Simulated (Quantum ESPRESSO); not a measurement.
# SnSe (Fm-3m) in Quantum ESPRESSO: a series of runs

Runs on SnSe. Level: LDA. Tasks: single point, equation of state.

Everything below comes from runs of Quantum ESPRESSO 7.5. Logs are shortened: lines on timing, memory, paths and dates and some standing lists are left out, and cuts for length are marked.

## Step 1: The structure

It takes space group Fm-3m (No. 225, cubic). The conventional cell has a = 6.020 Å, b = 6.020 Å, c = 6.020 Å, α = 90.00°, β = 90.00°, γ = 90.00°. Around Sn (site symmetry m-3m) lie 6 Se at 3.01 Å. Around Se (site symmetry m-3m) lie 6 Sn at 3.01 Å.

Measurements of this composition are mostly on another form, of space group No. 62.

## Step 2: Single point, LDA, 25.63 Å³/atom

File pw.in:

```
&CONTROL
  calculation = 'scf'
  prefix = 'pwscf'
  outdir = './tmp'
  pseudo_dir = './pseudo'
  tprnfor = .true.
  tstress = .true.
  disk_io = 'nowf'
/
&SYSTEM
  ibrav = 0
  nat = 2
  ntyp = 2
  ecutwfc = 86
  nbnd = 22
  occupations = 'smearing'
  smearing = 'fd'
  degauss = 0.00367493
/
&ELECTRONS
  conv_thr = 4d-10
  electron_maxstep = 120
  mixing_beta = 0.5
/
ATOMIC_SPECIES
Sn   118.7100 Sn.upf
Se    78.9710 Se.upf
CELL_PARAMETERS angstrom
   0.0000000000    2.9485541872    2.9485541872
   2.9485541872    0.0000000000    2.9485541872
   2.9485541872    2.9485541872    0.0000000000
ATOMIC_POSITIONS crystal
Sn     0.0000000000    0.0000000000    0.0000000000
Se     0.5000000000    0.5000000000    0.5000000000
K_POINTS automatic
8 8 8 0 0 0
```

Potentials or basis: PseudoDojo 0.4.1 SR LDA standard.

Command:

```sh
> OMP_NUM_THREADS=1 pw.x -in pw.in > pw.out
```

pw.out:

```text
This program is part of the open-source Quantum ESPRESSO suite
     for quantum simulation of materials; please cite
[... 9 lines left out ...]
     --------------------
     sticks:   dense  smooth     PW     G-vecs:    dense   smooth      PW
     Sum        1483    1483    433                37309    37309    5817

     Using Slab Decomposition

     bravais-lattice index     =            0
     lattice parameter (alat)  =       7.8799  a.u.
     unit-cell volume          =     345.9823 (a.u.)^3
     number of atoms/cell      =            2
     number of atomic types    =            2
     number of electrons       =        30.00
     number of Kohn-Sham states=           22
     kinetic-energy cutoff     =      86.0000  Ry
     charge density cutoff     =     344.0000  Ry
     scf convergence threshold =      4.0E-10
     mixing beta               =       0.5000
     number of iterations used =            8  plain     mixing
     Exchange-correlation= SLA  PW   NOGX NOGC
                           (   1   4   0   0   0   0   0)

     celldm(1)=   7.879941  celldm(2)=   0.000000  celldm(3)=   0.000000
     celldm(4)=   0.000000  celldm(5)=   0.000000  celldm(6)=   0.000000

     crystal axes: (cart. coord. in units of alat)
               a(1) = (   0.000000   0.707107   0.707107 )
               a(2) = (   0.707107   0.000000   0.707107 )
               a(3) = (   0.707107   0.707107   0.000000 )

     reciprocal axes: (cart. coord. in units 2 pi/alat)
               b(1) = ( -0.707107  0.707107  0.707107 )
               b(2) = (  0.707107 -0.707107  0.707107 )
               b(3) = (  0.707107  0.707107 -0.707107 )

     PseudoPot. # 1 for Sn read from file:
     Sn.upf
     Pseudo is Norm-conserving + core correction, Zval = 14.0
     Generated using ONCVPSP code by D. R. Hamann
     Using radial grid of 1608 points,  6 beta functions with:
                l(1) =   0
                l(2) =   0
                l(3) =   1
                l(4) =   1
                l(5) =   2
                l(6) =   2

     PseudoPot. # 2 for Se read from file:
     Se.upf
     Pseudo is Norm-conserving + core correction, Zval = 16.0
     Generated using ONCVPSP code by D. R. Hamann
     Using radial grid of 1198 points,  6 beta functions with:
                l(1) =   0
                l(2) =   0
                l(3) =   1
                l(4) =   1
                l(5) =   2
                l(6) =   2

     atomic species   valence    mass     pseudopotential
     Sn               14.00   118.71000     Sn( 1.00)
     Se               16.00    78.97100     Se( 1.00)

     48 Sym. Ops., with inversion, found

   Cartesian axes

     site n.     atom                  positions (alat units)
         1        Sn     tau(   1) = (   0.0000000   0.0000000   0.0000000  )
         2        Se     tau(   2) = (   0.7071068   0.7071068   0.7071068  )

     number of k points=    29  Fermi-Dirac smearing, width (Ry)=  0.0037
                       cart. coord. in units 2pi/alat
        k(    1) = (   0.0000000   0.0000000   0.0000000), wk =   0.0039062
        k(    2) = (   0.0883883   0.0883883  -0.0883883), wk =   0.0312500
        k(    3) = (   0.1767767   0.1767767  -0.1767767), wk =   0.0312500
        k(    4) = (   0.2651650   0.2651650  -0.2651650), wk =   0.0312500
        k(    5) = (  -0.3535534  -0.3535534   0.3535534), wk =   0.0156250
        k(    6) = (   0.1767767   0.0000000   0.0000000), wk =   0.0234375
[... 21 lines left out ...]
        k(   28) = (  -0.7071068   0.1767767  -0.0000000), wk =   0.0468750
        k(   29) = (  -0.7071068   0.3535534   0.0000000), wk =   0.0234375

     Dense  grid:    37309 G-vectors     FFT dimensions: (  48,  48,  48)

     Initial potential from superposition of free atoms

     starting charge      29.9987, renormalised to      30.0000
     Starting wfcs are   18 randomized atomic wfcs +    4 random wfcs

     Self-consistent Calculation

     iteration #  1     ecut=    86.00 Ry     beta= 0.50
     Davidson diagonalization with overlap
     ethr =  1.00E-02,  avg # of iterations =  4.6

     Threshold (ethr) on eigenvalues was too large:
     Diagonalizing with lowered threshold

     Davidson diagonalization with overlap
     ethr =  1.29E-04,  avg # of iterations =  3.8

     total energy              =    -399.57537062 Ry
     estimated scf accuracy    <       0.03821200 Ry

     iteration #  2     ecut=    86.00 Ry     beta= 0.50
     Davidson diagonalization with overlap
     ethr =  1.27E-04,  avg # of iterations =  2.0
[... 43 lines left out ...]
     total energy              =    -399.58515315 Ry
     estimated scf accuracy    <          6.8E-10 Ry

     iteration #  9     ecut=    86.00 Ry     beta= 0.50
     Davidson diagonalization with overlap
     ethr =  2.25E-12,  avg # of iterations =  2.0

     End of self-consistent calculation

          k = 0.0000 0.0000 0.0000 (  4645 PWs)   bands (ev):

   -37.8994 -37.8994 -37.8973 -37.8973 -37.8973 -11.3853 -11.3853 -11.3817
   -11.3817 -11.3817  -4.2401   5.0588   7.7561   7.7561   7.7561  14.5440
    14.5440  14.5440  15.9110  15.9110  15.9110  18.4049

          k = 0.0884 0.0884-0.0884 (  4672 PWs)   bands (ev):

   -37.8994 -37.8994 -37.8973 -37.8973 -37.8973 -11.3866 -11.3866 -11.3812
   -11.3796 -11.3796  -4.1177   4.3693   7.7767   7.7767   8.2966  13.6070
    13.7444  13.7444  15.8970  16.3074  16.3074  19.5108
[... 103 lines left out ...]
          k = 0.0000-0.5303 0.5303 (  4660 PWs)   bands (ev):

   -37.8994 -37.8993 -37.8973 -37.8971 -37.8971 -11.4158 -11.3824 -11.3821
   -11.3645 -11.3615  -2.8366   2.7777   4.6257   6.6885   7.4683  13.3957
    13.8164  15.3820  15.6455  20.1870  20.1907  22.8078

          k =-0.7071 0.0000 0.0000 (  4720 PWs)   bands (ev):

   -37.8994 -37.8993 -37.8974 -37.8971 -37.8971 -11.4266 -11.3907 -11.3753
   -11.3583 -11.3583  -2.8298   3.9268   4.1875   6.1764   6.1764  12.8917
    15.6932  15.6932  16.3675  20.8631  22.2083  23.0150

          k = 0.3536 0.1768 0.0000 (  4681 PWs)   bands (ev):

   -37.8994 -37.8993 -37.8973 -37.8972 -37.8972 -11.3997 -11.3856 -11.3826
   -11.3705 -11.3688  -3.5143   2.9604   6.5163   7.5211   8.9230  11.7338
    12.9787  13.9981  15.5802  18.6545  19.7144  19.9394
[... 25 lines left out ...]
          k = 0.0000-0.3536 0.5303 (  4659 PWs)   bands (ev):

   -37.8994 -37.8993 -37.8972 -37.8972 -37.8971 -11.4085 -11.3872 -11.3745
   -11.3728 -11.3621  -2.9196   2.4727   5.2234   6.2291   9.2306  11.3515
    14.0465  14.8237  17.4458  17.5125  20.7047  21.7427

          k =-0.7071 0.1768-0.0000 (  4646 PWs)   bands (ev):

   -37.8994 -37.8993 -37.8973 -37.8971 -37.8971 -11.4209 -11.3861 -11.3792
   -11.3632 -11.3583  -2.8141   3.2983   4.4075   5.7763   7.5131  13.5864
    13.7484  15.9700  16.0881  20.0712  21.5327  23.0907

          k =-0.7071 0.3536 0.0000 (  4648 PWs)   bands (ev):

   -37.8994 -37.8993 -37.8972 -37.8972 -37.8971 -11.4138 -11.3845 -11.3748
   -11.3748 -11.3583  -2.7978   2.8972   5.0113   5.0113   9.2979  11.5479
    14.9391  14.9391  17.4915  17.4915  21.7805  23.1767

     the Fermi energy is    10.3374 ev

!    total energy              =    -399.58515315 Ry
     estimated scf accuracy    <          2.5E-11 Ry
     smearing contrib. (-TS)   =      -0.00000277 Ry
     internal energy E=F+TS    =    -399.58515038 Ry

     The total energy is F=E-TS. E is the sum of the following terms:
     one-electron contribution =    -183.27325984 Ry
     hartree contribution      =     104.59006602 Ry
     xc contribution           =     -91.13020243 Ry
     ewald contribution        =    -229.77175413 Ry

     convergence has been achieved in   9 iterations

     Forces acting on atoms (cartesian axes, Ry/au):

     atom    1 type  1   force =     0.00000000   -0.00000000    0.00000000
     atom    2 type  2   force =     0.00000000    0.00000000    0.00000000

     Total force =     0.000000     Total SCF correction =     0.000000

     Computing stress (Cartesian axis) and pressure

          total   stress  (Ry/bohr**3)                   (kbar)     P=       -1.43
  -0.00000974  -0.00000000  -0.00000000           -1.43       -0.00       -0.00
  -0.00000000  -0.00000974  -0.00000000           -0.00       -1.43       -0.00
  -0.00000000  -0.00000000  -0.00000974           -0.00       -0.00       -1.43

=------------------------------------------------------------------------------=
   JOB DONE.
=------------------------------------------------------------------------------=
```

It took 49 s on 1 thread of Intel Xeon Platinum 8175M at 2.50GHz (Skylake/Cascade Lake), shared host; peak memory 0.11 GiB.

Results:

```
Free energy            : -5436.6330 eV
Pressure               : -0.1 GPa
Band gap on the k mesh : 0.77 eV, indirect (least direct gap 0.88 eV)
```

Caveat: spin-orbit coupling is left out, which moves the levels of the heavy elements.

## Step 3: Single point, LDA, 26.18 Å³/atom

Edit pw.in of step 2 so:

```diff
@@ -28,5 +28,5 @@
 CELL_PARAMETERS angstrom
-   0.0000000000    2.9485541872    2.9485541872
-   2.9485541872    0.0000000000    2.9485541872
-   2.9485541872    2.9485541872    0.0000000000
+   0.0000000000    2.9693193375    2.9693193375
+   2.9693193375    0.0000000000    2.9693193375
+   2.9693193375    2.9693193375    0.0000000000
 ATOMIC_POSITIONS crystal
```

Potentials or basis: PseudoDojo 0.4.1 SR LDA standard.

Command:

```sh
> OMP_NUM_THREADS=1 pw.x -in pw.in > pw.out
```

Wall time 48 s (1 thread of Intel Xeon Platinum 8175M at 2.50GHz (Skylake/Cascade Lake), shared host); peak memory 0.12 GiB.

It converged, with:

```
Free energy            : -5436.6279 eV
Pressure               : -1.3 GPa
Band gap on the k mesh : 0.75 eV, indirect (least direct gap 0.78 eV)
```

Caveat: spin-orbit coupling is left out, which moves the levels of the heavy elements.

## Step 4: Single point, LDA, 26.73 Å³/atom

Edit pw.in of step 3 so:

```diff
@@ -28,5 +28,5 @@
 CELL_PARAMETERS angstrom
-   0.0000000000    2.9693193375    2.9693193375
-   2.9693193375    0.0000000000    2.9693193375
-   2.9693193375    2.9693193375    0.0000000000
+   0.0000000000    2.9897980490    2.9897980490
+   2.9897980490    0.0000000000    2.9897980490
+   2.9897980490    2.9897980490    0.0000000000
 ATOMIC_POSITIONS crystal
```

Command:

```sh
> OMP_NUM_THREADS=1 pw.x -in pw.in > pw.out
```

It took 49 s on 1 thread of Intel Xeon Platinum 8175M at 2.50GHz (Skylake/Cascade Lake), shared host; peak memory 0.12 GiB.

It converged, with:

```yaml
Free_energy: -5436.6151 eV
Pressure: -2.4 GPa
Band_gap_on_the_k_mesh: 0.69 eV, direct
```

Caveat: spin-orbit coupling is left out, which moves the levels of the heavy elements.

## Step 5: Single point, LDA, 27.27 Å³/atom

Edit pw.in of step 4 so:

```diff
@@ -28,5 +28,5 @@
 CELL_PARAMETERS angstrom
-   0.0000000000    2.9897980490    2.9897980490
-   2.9897980490    0.0000000000    2.9897980490
-   2.9897980490    2.9897980490    0.0000000000
+   0.0000000000    3.0100000000    3.0100000000
+   3.0100000000    0.0000000000    3.0100000000
+   3.0100000000    3.0100000000    0.0000000000
 ATOMIC_POSITIONS crystal
```

Command:

```sh
> OMP_NUM_THREADS=1 pw.x -in pw.in > pw.out
```

Wall time 48 s (1 thread of Intel Xeon Platinum 8175M at 2.50GHz (Skylake/Cascade Lake), shared host); peak memory 0.12 GiB.

It converged, with:

```yaml
Free_energy: -5436.5953 eV
Pressure: -3.4 GPa
Band_gap_on_the_k_mesh: 0.61 eV, direct
```

Caveat: spin-orbit coupling is left out, which moves the levels of the heavy elements.

## Step 6: Single point, LDA, 27.82 Å³/atom

Edit pw.in of step 5 so:

```diff
@@ -28,5 +28,5 @@
 CELL_PARAMETERS angstrom
-   0.0000000000    3.0100000000    3.0100000000
-   3.0100000000    0.0000000000    3.0100000000
-   3.0100000000    3.0100000000    0.0000000000
+   0.0000000000    3.0299343558    3.0299343558
+   3.0299343558    0.0000000000    3.0299343558
+   3.0299343558    3.0299343558    0.0000000000
 ATOMIC_POSITIONS crystal
```

Potentials or basis: PseudoDojo 0.4.1 SR LDA standard.

Command:

```sh
> OMP_NUM_THREADS=1 pw.x -in pw.in > pw.out
```

Wall time 48 s (1 thread of Intel Xeon Platinum 8175M at 2.50GHz (Skylake/Cascade Lake), shared host); peak memory 0.12 GiB.

It converged, with:

```
Free energy            : -5436.5694 eV
Pressure               : -4.2 GPa
Band gap on the k mesh : 0.53 eV, direct
```

Caveat: spin-orbit coupling is left out, which moves the levels of the heavy elements.

## Step 7: Single point, LDA, 28.36 Å³/atom

Edit pw.in of step 6 so:

```diff
@@ -28,5 +28,5 @@
 CELL_PARAMETERS angstrom
-   0.0000000000    3.0299343558    3.0299343558
-   3.0299343558    0.0000000000    3.0299343558
-   3.0299343558    3.0299343558    0.0000000000
+   0.0000000000    3.0496098055    3.0496098055
+   3.0496098055    0.0000000000    3.0496098055
+   3.0496098055    3.0496098055    0.0000000000
 ATOMIC_POSITIONS crystal
```

Command:

```sh
> OMP_NUM_THREADS=1 pw.x -in pw.in > pw.out
```

Run time: 51 s. Hardware: 1 thread of Intel Xeon Platinum 8175M at 2.50GHz (Skylake/Cascade Lake), shared host; peak memory 0.12 GiB.

Results (log left out):

```yaml
Free_energy: -5436.5381 eV
Pressure: -5.0 GPa
Band_gap_on_the_k_mesh: 0.45 eV, direct
```

Caveat: spin-orbit coupling is left out, which moves the levels of the heavy elements.

## Step 8: Single point, LDA, 28.91 Å³/atom

Edit pw.in of step 7 so:

```diff
@@ -28,5 +28,5 @@
 CELL_PARAMETERS angstrom
-   0.0000000000    3.0496098055    3.0496098055
-   3.0496098055    0.0000000000    3.0496098055
-   3.0496098055    3.0496098055    0.0000000000
+   0.0000000000    3.0690345955    3.0690345955
+   3.0690345955    0.0000000000    3.0690345955
+   3.0690345955    3.0690345955    0.0000000000
 ATOMIC_POSITIONS crystal
```

Command:

```sh
> OMP_NUM_THREADS=1 pw.x -in pw.in > pw.out
```

It took 53 s on 1 thread of Intel Xeon Platinum 8175M at 2.50GHz (Skylake/Cascade Lake), shared host; peak memory 0.13 GiB.

Results (log left out):

* Free energy: -5436.5018 eV
* Pressure: -5.7 GPa
* Band gap on the k mesh: 0.38 eV, direct

Caveat: spin-orbit coupling is left out, which moves the levels of the heavy elements.

## Step 9: Equation of state, LDA

Potentials or basis: PseudoDojo 0.4.1 SR LDA standard.

No new run: the results of the series are fitted here.

What came out:

```
Equilibrium volume : 25.58 Å³/atom (rough: see the caveat)
Bulk modulus       : 60 GPa (rough)
```

Energy against volume, from the lowest point:
| volume (Å³/atom) | energy (meV/atom) |
| --- | --- |
| 25.635 | 0.00 |
| 26.180 | 2.54 |
| 26.725 | 8.95 |
| 27.271 | 18.82 |
| 27.816 | 31.76 |
| 28.362 | 47.45 |
| 28.907 | 65.59 |

Caveat: the minimum lies outside the volumes run.
